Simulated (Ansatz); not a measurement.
Geometry optimisation, DFT PBEsol, scalar-relativistic, plane waves, PAW (Ansatz).

Input:

```yaml
crystal:
  lattice:
    - [10.86, 0.0, 0.0]
    - [0.0, 10.86, 0.0]
    - [0.0, 0.0, 10.86]
  atoms:
    - { symbol: Si, position: [0.5, 0.0, 0.0] }
    - { symbol: Si, position: [0.625, 0.125, 0.125] }
    - { symbol: Si, position: [0.75, 0.25, 0.0] }
    - { symbol: Si, position: [0.875, 0.375, 0.125] }
    - { symbol: Si, position: [0.75, 0.0, 0.25] }
    - { symbol: Si, position: [0.875, 0.125, 0.375] }
    - { symbol: C, position: [0.125, -0.125, -0.125], spin: 1.0 }
    - { symbol: Si, position: [0.125, 0.125, 0.125] }
    - { symbol: Si, position: [0.25, 0.25, 0.0] }
    - { symbol: Si, position: [0.375, 0.375, 0.125] }
    - { symbol: Si, position: [0.5, 0.5, 0.0] }
    - { symbol: Si, position: [0.625, 0.625, 0.125] }
    - { symbol: Si, position: [0.75, 0.75, 0.0] }
    - { symbol: Si, position: [0.875, 0.875, 0.125] }
    - { symbol: Si, position: [0.25, 0.0, 0.25] }
    - { symbol: Si, position: [0.375, 0.125, 0.375] }
    - { symbol: Si, position: [0.5, 0.25, 0.25] }
    - { symbol: Si, position: [0.625, 0.375, 0.375] }
    - { symbol: Si, position: [0.75, 0.5, 0.25] }
    - { symbol: Si, position: [0.875, 0.625, 0.375] }
    - { symbol: Si, position: [0.5, 0.0, 0.5] }
    - { symbol: Si, position: [0.625, 0.125, 0.625] }
    - { symbol: Si, position: [0.75, 0.25, 0.5] }
    - { symbol: Si, position: [0.875, 0.375, 0.625] }
    - { symbol: Si, position: [0.75, 0.0, 0.75] }
    - { symbol: Si, position: [0.875, 0.125, 0.875] }
    - { symbol: Si, position: [0.0, 0.5, 0.0] }
    - { symbol: Si, position: [0.125, 0.625, 0.125] }
    - { symbol: Si, position: [0.25, 0.75, 0.0] }
    - { symbol: Si, position: [0.375, 0.875, 0.125] }
    - { symbol: Si, position: [0.0, 0.25, 0.25] }
    - { symbol: Si, position: [0.125, 0.375, 0.375] }
    - { symbol: Si, position: [0.25, 0.5, 0.25] }
    - { symbol: Si, position: [0.375, 0.625, 0.375] }
    - { symbol: Si, position: [0.5, 0.75, 0.25] }
    - { symbol: Si, position: [0.625, 0.875, 0.375] }
    - { symbol: Si, position: [0.0, 0.0, 0.5] }
    - { symbol: Si, position: [0.125, 0.125, 0.625] }
    - { symbol: Si, position: [0.25, 0.25, 0.5] }
    - { symbol: Si, position: [0.375, 0.375, 0.625] }
    - { symbol: Si, position: [0.5, 0.5, 0.5] }
    - { symbol: Si, position: [0.625, 0.625, 0.625] }
    - { symbol: Si, position: [0.75, 0.75, 0.5] }
    - { symbol: Si, position: [0.875, 0.875, 0.625] }
    - { symbol: Si, position: [0.25, 0.0, 0.75] }
    - { symbol: Si, position: [0.375, 0.125, 0.875] }
    - { symbol: Si, position: [0.5, 0.25, 0.75] }
    - { symbol: Si, position: [0.625, 0.375, 0.875] }
    - { symbol: Si, position: [0.75, 0.5, 0.75] }
    - { symbol: Si, position: [0.875, 0.625, 0.875] }
    - { symbol: Si, position: [0.0, 0.75, 0.25] }
    - { symbol: Si, position: [0.125, 0.875, 0.375] }
    - { symbol: Si, position: [0.0, 0.5, 0.5] }
    - { symbol: Si, position: [0.125, 0.625, 0.625] }
    - { symbol: Si, position: [0.25, 0.75, 0.5] }
    - { symbol: Si, position: [0.375, 0.875, 0.625] }
    - { symbol: Si, position: [0.0, 0.25, 0.75] }
    - { symbol: Si, position: [0.125, 0.375, 0.875] }
    - { symbol: Si, position: [0.25, 0.5, 0.75] }
    - { symbol: Si, position: [0.375, 0.625, 0.875] }
    - { symbol: Si, position: [0.5, 0.75, 0.75] }
    - { symbol: Si, position: [0.625, 0.875, 0.875] }
    - { symbol: Si, position: [0.0, 0.75, 0.75] }
magnetization:
  spin_polarized: true
total_charge: -1
basis:
  ecutwfc: 420.0
kpoints:
  mp_grid: { grid: [1, 1, 1] }
hamiltonian:
  xc: pbesol
  pseudopotentials: { kind: paw, azcp: { folder: soft_1 } }
scf:
  occupations: { method: fermi_dirac, width: 0.05 }
  lower_state_search: "off"
relax:
  f_tol: 0.03
  max_steps: 60
  adjacent_minimum: "off"
```

Run as:

```bash
$ ansatz run input.yaml --threads 4 --pin off --max-ram 10240MiB --backend cpu --events-out ev --progress --plain --runs-dir out
```

Where does it end, and by what steps?

It converged. Limits of this set-up: coarse k mesh, PAW files made for another functional, charged cell in a uniform background, uncorrected. After 6 steps the energy has fallen by 2.812 eV; C7 moved furthest, 0.69 Å.

```tsv
step	energy less start (eV)	largest force component (eV/Å)	accepted
0	0.0000	1.263	yes
1	-1.5487	1.272	yes
2	-2.5305	0.521	yes
3	-2.7174	0.401	yes
4	-2.7834	0.161	yes
5	-2.7701	0.183	no
6	-2.8123	0.013	yes
```

```xyz
63
Lattice="10.8600 0.0000 0.0000 0.0000 10.8600 0.0000 0.0000 0.0000 10.8600" Properties=species:S:1:pos:R:3
Si 5.430 -0.004 -0.004
Si 6.736 1.381 1.381
Si 8.135 2.725 0.048
Si 9.479 4.124 1.381
Si 8.135 0.048 2.725
Si 9.479 1.381 4.124
C 1.755 -1.755 -1.755
Si 1.165 1.314 1.314
Si 2.646 2.642 0.010
Si 4.025 4.073 1.355
Si 5.433 5.427 -0.005
Si 6.787 6.835 1.355
Si 8.218 8.214 0.010
Si 9.546 9.695 1.314
Si 2.646 0.010 2.642
Si 4.025 1.355 4.073
Si 5.376 2.733 2.733
Si 6.783 4.077 4.077
Si 8.127 5.484 2.733
Si 9.505 6.835 4.073
Si 5.433 -0.005 5.427
Si 6.787 1.355 6.835
Si 8.127 2.733 5.484
Si 9.505 4.073 6.835
Si 8.218 0.010 8.214
Si 9.546 1.314 9.695
Si 0.004 5.430 -0.004
Si 1.349 6.888 1.252
Si 2.586 8.274 -0.294
Si 3.972 9.511 1.252
Si -0.048 2.725 2.725
Si 1.370 4.068 4.068
Si 2.678 5.485 2.663
Si 4.072 6.788 4.050
Si 5.375 8.182 2.663
Si 6.792 9.490 4.068
Si 0.004 -0.004 5.430
Si 1.349 1.252 6.888
Si 2.678 2.663 5.485
Si 4.072 4.050 6.788
Si 5.433 5.427 5.427
Si 6.810 6.788 6.788
Si 8.197 8.182 5.485
Si 9.608 9.511 6.888
Si 2.586 -0.294 8.274
Si 3.972 1.252 9.511
Si 5.375 2.663 8.182
Si 6.792 4.068 9.490
Si 8.197 5.485 8.182
Si 9.608 6.888 9.511
Si -0.010 8.214 2.642
Si 1.359 9.501 4.054
Si 0.005 5.427 5.427
Si 1.366 6.792 6.792
Si 2.729 8.131 5.420
Si 4.068 9.494 6.792
Si -0.010 2.642 8.214
Si 1.359 4.054 9.501
Si 2.729 5.420 8.131
Si 4.068 6.792 9.494
Si 5.440 8.131 8.131
Si 6.806 9.501 9.501
Si 0.294 8.274 8.274
```

The run took 78 s on 4 threads of Arm Neoverse V1, with other jobs on the host, peak memory 1.6 GiB.
